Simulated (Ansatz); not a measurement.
Take a crystal in which C has been replaced by Ge on all its sites, with the cell rescaled by a rough guess (in some cases also distorted within its space group) and nothing relaxed:

```cif
data_structure
_symmetry_space_group_name_H-M 'P 1'
_symmetry_Int_Tables_number 1
_cell_length_a 3.5584
_cell_length_b 3.5584
_cell_length_c 3.5584
_cell_angle_alpha 60.000
_cell_angle_beta 60.000
_cell_angle_gamma 60.000
_cell_volume 31.86
loop_
_atom_site_label
_atom_site_type_symbol
_atom_site_fract_x
_atom_site_fract_y
_atom_site_fract_z
_atom_site_occupancy
Ge1 Ge 0.50000 0.50000 0.50000 1
Ge2 Ge 0.75000 0.75000 0.75000 1
```

The calculation used Ansatz, DFT PBE, scalar-relativistic, plane waves, PAW.

Cutoff 420 eV; k points 14×14×14 on the computed 2-atom cell (Γ-centred); Gaussian smearing, width 0.10 eV; no spin polarisation.

**Question.** Will this cell want to expand or contract, and how hard?

**Answer.** The pressure is 61.9 GPa (positive in compression), so the cell would expand.

**Question.** Is it a metal on this mesh?

**Answer.** Yes, a band crosses the Fermi level.

The bands overlap by little, and semilocal functionals make gaps too small, so the missing gap can be the functional's error and not a sign of a true metal.